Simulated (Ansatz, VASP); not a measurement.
Two plane-wave programs on CsSnI3

```
CELL_PARAMETERS angstrom
6.20570 0.00000 0.00000
0.00000 6.20570 0.00000
0.00000 0.00000 6.20570
ATOMIC_POSITIONS crystal
Cs 0.00000 0.00000 0.00000
I 0.50000 0.50000 0.00000
I 0.50000 0.00000 0.50000
I 0.00000 0.50000 0.50000
Sn 0.50000 0.50000 0.50000
```

Alike in both runs: task single point; functional PBE; k mesh 5 × 5 × 5; occupations gaussian, width 0.012 eV; no spin polarisation.

|  | VASP | Ansatz |
| --- | --- | --- |
| version | VASP 6.6.1 | Ansatz 0.2.0 |
| potentials or method | VASP PAW PBE potentials, release 64 (Cs_sv, I, Sn_d) | Ansatz PAW |
| plane-wave cutoff (eV) | 520 | 420 |
| valence electrons in the cell | 44 | 74 |

|  | VASP | Ansatz | Ansatz less VASP |
| --- | --- | --- | --- |
| gap on the k mesh at the Fermi level (eV) | 1.75 | 1.75 | +0.004 |
| least direct gap on the mesh (eV) | 1.75 | 1.75 | +0.004 |
| pressure (GPa) | 0.5 | 0.5 | +0.01 |

The two sets of potentials don't hold the same shells in valence.

Caveats: spin-orbit coupling is left out, which moves the levels of the heavy elements; an odd mesh through Γ misses points on the zone boundary, where band edges often lie (VASP); odd divisions of the mesh miss points on the zone boundary, where band edges often lie, so the gap on the mesh can be too wide (Ansatz). PBE gaps usually lie below the measured ones, often by a third to a half.
